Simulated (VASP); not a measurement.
Write the native input for VASP 6.6.1 that does the following.

| Quantity | Value |
| --- | --- |
| Task | relaxation of cell and atoms |
| Functional | LDA |
| Potentials or basis | VASP PAW LDA potentials, release 64 (W_sv, C) |
| Cutoff | 600 eV |
| k mesh | 15 × 15 × 13 |
| Occupations | methfessel-paxton, width 0.1 eV |
| Spin | no spin polarisation |
| Further INCAR settings | ALGO = Normal; EDIFF = 1e-07; IBRION = 2; EDIFFG = -0.005; NSW = 90; ISIF = 3 |

The structure of WC (Qusongite) lies in POSCAR:

```
WC                                      
1.0
    2.8892524252      0.0000000000      0.0000000000
   -1.4446262126      2.5021659981      0.0000000000
   -0.0000000000      0.0000000000      2.8175173378
  W               C             
     1     1
Direct
     0.0000000000000000    0.0000000000000000    0.0000000000000000
     0.6666666667000030    0.3333333332999970    0.5000000000000000
```

The input as run:

INCAR

```
SYSTEM = WC
ALGO = Normal ; EDIFF = 1E-7
EDIFFG = -0.005 ; ENCUT = 600
IBRION = 2 ; ISIF = 3
ISMEAR = 1 ; KPAR = 2
LASPH = .TRUE. ; LCHARG = .FALSE.
LREAL = .FALSE. ; LWAVE = .FALSE.
NELM = 80 ; NSW = 90
PREC = Accurate ; SIGMA = 0.1
```

KPOINTS

```
k-points
0
G
  15 15 13
  0 0 0
```

Potentials or basis: VASP PAW LDA potentials, release 64 (W_sv, C).

Run with:

```sh
$ cat potpaw_LDA.64/W_sv/POTCAR potpaw_LDA.64/C/POTCAR > POTCAR
$ mpirun -np 2 vasp_std > vasp.out
```

It gave:

```
Relaxed volume                         : 10.19 Å³/atom
Relaxed cell                           : a = 2.890 Å, b = 2.890 Å, c = 2.818 Å, α = 90.00°, β = 90.00°, γ = 120.00°
Space group after relaxing (to 0.05 Å) : P-6m2 (No. 187)
Energy gained by relaxing              : 0.0 meV/atom
Ionic steps                            : 3
Pressure after relaxing                : 0.0 GPa
Band gap on the k mesh                 : none (metal or under the smearing width)
```

Wall time 28 s on 2 MPI ranks on Intel(R) Xeon(R) Platinum 8488C (Sapphire Rapids) (shared host), peak memory 0.18 GiB a rank.
